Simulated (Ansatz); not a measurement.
# YN: the cost of one run

Method: DFT, plane waves, PAW, no spin polarisation, in Ansatz 0.2.0.

### 1 Starting point

The cell holds 16 atoms (N8Y8): a = 6.924 Å, b = 6.924 Å, c = 6.924 Å, α = 60.00°, β = 60.00°, γ = 60.00°.

As a file:

```xyz
16
Lattice="0.0000 4.8961 4.8961 4.8961 0.0000 4.8961 4.8961 4.8961 0.0000" Properties=species:S:1:pos:R:3 pbc="T T T"
Y     0.0000    0.0000    0.0000
N     2.4480    2.4480    2.4480
Y     2.4480    2.4480    0.0000
N     4.8961    4.8961    2.4480
Y     2.4480    0.0000    2.4480
N     4.8961    2.4480    4.8961
Y     4.8961    2.4480    2.4480
N     7.3441    4.8961    4.8961
Y     0.0000    2.4480    2.4480
N     2.4480    4.8961    4.8961
Y     2.4480    4.8961    2.4480
N     4.8961    7.3441    4.8961
Y     2.4480    2.4480    4.8961
N     4.8961    4.8961    7.3441
Y     4.8961    4.8961    4.8961
N     7.3441    7.3441    7.3441
```

### 2 Run 1: PBEsol

input.yaml

```yaml
crystal:
  lattice:
    - [0.0, 4.8960962849, 4.8960962849]
    - [4.8960962849, 0.0, 4.8960962849]
    - [4.8960962849, 4.8960962849, 0.0]
  atoms:
    - { symbol: "Y", position: [0.0, 0.0, 0.0] }
    - { symbol: "N", position: [0.25, 0.25, 0.25] }
    - { symbol: "Y", position: [0.0, 0.0, 0.5] }
    - { symbol: "N", position: [0.25, 0.25, 0.75] }
    - { symbol: "Y", position: [0.0, 0.5, 0.0] }
    - { symbol: "N", position: [0.25, 0.75, 0.25] }
    - { symbol: "Y", position: [0.0, 0.5, 0.5] }
    - { symbol: "N", position: [0.25, 0.75, 0.75] }
    - { symbol: "Y", position: [0.5, 0.0, 0.0] }
    - { symbol: "N", position: [0.75, 0.25, 0.25] }
    - { symbol: "Y", position: [0.5, 0.0, 0.5] }
    - { symbol: "N", position: [0.75, 0.25, 0.75] }
    - { symbol: "Y", position: [0.5, 0.5, 0.0] }
    - { symbol: "N", position: [0.75, 0.75, 0.25] }
    - { symbol: "Y", position: [0.5, 0.5, 0.5] }
    - { symbol: "N", position: [0.75, 0.75, 0.75] }
kpoints:
  mp_grid: { grid: [2, 2, 2] }
hamiltonian:
  xc: pbesol
scf:
  occupations: { method: fermi_dirac, width: 0.039 }
md:
  ensemble: nve
  temperature: 450
  timestep: 3.0
  n_steps: 40
  initial_velocities: maxwell_boltzmann
  seed: 2190
```

Command:

```
$ ansatz run input.yaml --threads 4 --pin off --max-ram 3686MiB --backend cpu --events-out ev --progress --plain --runs-dir out
```

Q: Estimate wall time and peak memory on 4 threads of Arm Neoverse N1, shared host.

About 1.8 min, with a peak of 0.83 GiB.
